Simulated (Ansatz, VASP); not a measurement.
**Two plane-wave programs on InGaAs2**

The input INCAR:

```
SYSTEM = InGaAs2
PREC = Accurate
ENCUT = 520
EDIFF = 1E-7
ISMEAR = -1
SIGMA = 0.05
LREAL = .False.
LASPH = .True.
NELM = 100
ALGO = Normal
ISIF = 2
LWAVE = .False.
LCHARG = .False.
GGA = PS
NBANDS = 26
```

Contents of KPOINTS:

```
regular mesh
0
Gamma
  6 6 5
  0 0 0
```

The input POSCAR:

```
InGaAs2
1.0
    4.2529821572      0.0000000000      0.0000000000
    0.0000000000      4.2529821572      0.0000000000
    0.0000000000      0.0000000000      6.0016335746
In As Ga
1 2 1
Direct
    0.0000000000      0.0000000000      0.5000000000
    0.0000000000      0.5000000000      0.2315250000
    0.5000000000      0.0000000000      0.7684750000
    0.5000000000      0.5000000000      0.0000000000
```

Contents of input.yaml:

```yaml
crystal:
  lattice:
    - [4.2529821572, 0.0, 0.0]
    - [0.0, 4.2529821572, 0.0]
    - [0.0, 0.0, 6.0016335746]
  atoms:
    - { symbol: In, position: [0.0, 0.0, 0.5] }
    - { symbol: As, position: [0.0, 0.5, 0.231525] }
    - { symbol: As, position: [0.5, 0.0, 0.768475] }
    - { symbol: Ga, position: [0.5, 0.5, 0.0] }
hamiltonian:
  xc: pbesol
  pseudopotentials: { kind: paw }
kpoints:
  mp_grid: { grid: [6, 6, 5] }
scf:
  occupations: { method: fermi_dirac, width: 0.05 }
output:
  forces: true
  stress: true
  eigenvalues: true
```

Change from the starting cell: volume scaled by 1.02.

Alike in both runs: task single point; functional PBEsol; k mesh 6 × 6 × 5; occupations fermi-dirac, width 0.05 eV; no spin polarisation.

|  | VASP | Ansatz |
| --- | --- | --- |
| version | VASP 6.6.1 | Ansatz 0.2.0 |
| potentials or method | VASP PAW PBE potentials, release 64 (In_d, As, Ga_d) | Ansatz PAW |
| plane-wave cutoff (eV) | 520 | 420 |
| valence electrons in the cell | 36 | 56 |

Ansatz gave:

- gap on the k mesh at the Fermi level (eV): none
- pressure (GPa): -3.5
- largest component of the traceless stress (GPa): 0.15
- rms of the force components (eV/Å): 0.009

Q: Estimate VASP's values.

A: gap on the k mesh at the Fermi level (eV): none; pressure (GPa): -3.4; largest component of the traceless stress (GPa): 0.15; rms of the force components (eV/Å): 0.009.

Atom by atom the forces differ by 0.000 eV/Å (rms over components). A gap of «none» marks a metal or a gap that the smearing closes. With one functional, cell and mesh, what is left measures potentials, basis and numerics. The two sets of potentials don't hold the same shells in valence.

Caveats: the PAW data sets were made with another functional, which shifts forces and pressure a little (VASP); the PAW data sets come from PBE, with cores solved anew for the run's functional, which leaves a small shift of forces and pressure (Ansatz).
